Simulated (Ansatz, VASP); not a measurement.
Two plane-wave programs on Zn

```
CELL_PARAMETERS angstrom
-1.56904 1.56904 1.56904
1.56904 -1.56904 1.56904
1.56904 1.56904 -1.56904
ATOMIC_POSITIONS crystal
Zn 0.00000 0.00000 0.00000
```

This isn't the form of Zn at room conditions, which is hcp.

Alike in both runs: task relaxation of cell and atoms; functional BLYP; dispersion D3(BJ); k mesh 12 × 12 × 12; occupations fermi-dirac, width 0.05 eV; no spin polarisation.

|  | VASP | Ansatz |
| --- | --- | --- |
| version | VASP 6.6.1 | Ansatz 0.2.0 |
| potentials or method | VASP PAW PBE potentials, release 64 (Zn) | Ansatz PAW |
| plane-wave cutoff (eV) | 600 | 420 |
| valence electrons in the cell | 12 | 12 |

VASP gave:

| Quantity | Value |
| --- | --- |
| gap on the k mesh at the Fermi level, each at its own relaxed structure (eV) | none |
| relaxed volume (Å³/atom) | 14.61 |
| relaxed cell length with the largest relative difference (Å) | 2.667 |
| energy change over the relaxation (meV/atom) | -9 |

Problem. Which values does Ansatz return?

Solution. gap on the k mesh at the Fermi level, each at its own relaxed structure (eV): none; relaxed volume (Å³/atom): 14.55; relaxed cell length with the largest relative difference (Å): 2.664; energy change over the relaxation (meV/atom): -10.

A gap of «none» marks a metal or a gap that the smearing closes.

Caveats: pairwise dispersion overbinds metals, which lowers pressure and volume; the PAW data sets were made with another functional, which shifts forces and pressure a little (VASP); the plane-wave basis is chosen anew once the cell has moved, so the energies of steps on either side of that aren't comparable (Ansatz); the PAW data sets come from PBE, with cores solved anew for the run's functional, which leaves a small shift of forces and pressure (Ansatz).
